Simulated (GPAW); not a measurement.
Input of a GPAW 26.7.0 run:

Contents of run.py:

```python
from ase.dft.bandgap import bandgap
from ase.io import read, write
from ase.units import Bohr, GPa
from gpaw import GPAW, PW
from gpaw.elf import elf_from_dft_calculation

atoms = read('POSCAR')

calc = GPAW(mode=PW(600),
            xc='PBE',
            kpts={'size': (11, 11, 11), 'gamma': True},
            occupations={'name': 'methfessel-paxton', 'order': 0, 'width': 0.02},
            nbands=11,
            convergence={'density': 1e-05, 'energy': 1e-05},
            maxiter=150,
            txt='gpaw.txt')
atoms.calc = calc
energy = atoms.get_potential_energy()
forces = atoms.get_forces()
stress = atoms.get_stress()
calc.write('gs.gpw')
write('result.traj', atoms)
print(f'Energy: {energy:.6f} eV')
print('Forces (eV/A):')
print(forces.round(4))
print('Stress (GPa):', (stress / GPa).round(3))
print('Fermi level:', round(calc.get_fermi_level(), 4), 'eV')
print(f'Gap: {bandgap(calc)[0]:.4f} eV, direct: {bandgap(calc, direct=True)[0]:.4f} eV')

# fields on the real-space grid
write('density.cube', atoms, data=calc.get_pseudo_density() * Bohr**3)
write('potential.cube', atoms, data=calc.get_electrostatic_potential())
write('elf.cube', atoms, data=elf_from_dft_calculation(calc).data)
```

Contents of POSCAR:

```
Ge
1.0
   -2.5744897190      2.5744897190      1.3974126432
    2.5744897190     -2.5744897190      1.3974126432
    2.5744897190      2.5744897190     -1.3974126432
Ge
2
Direct
    0.5000000000      0.5000000000      0.0000000000
    0.2500000000      0.7500000000      0.5000000000
```

Potentials or basis: GPAW PAW data sets (gpaw-data 1.2.1), pw.

Run with:

```console
$ OMP_NUM_THREADS=1 python run.py
```

Estimate the band gap on the k mesh.

none (metal or under the smearing width).

What does it give for the pressure?

3.1 GPa.

Stress tensor (GPa, compression positive):
```
2.93 0.00 0.00
0.00 2.93 0.00
0.00 0.00 3.36
```
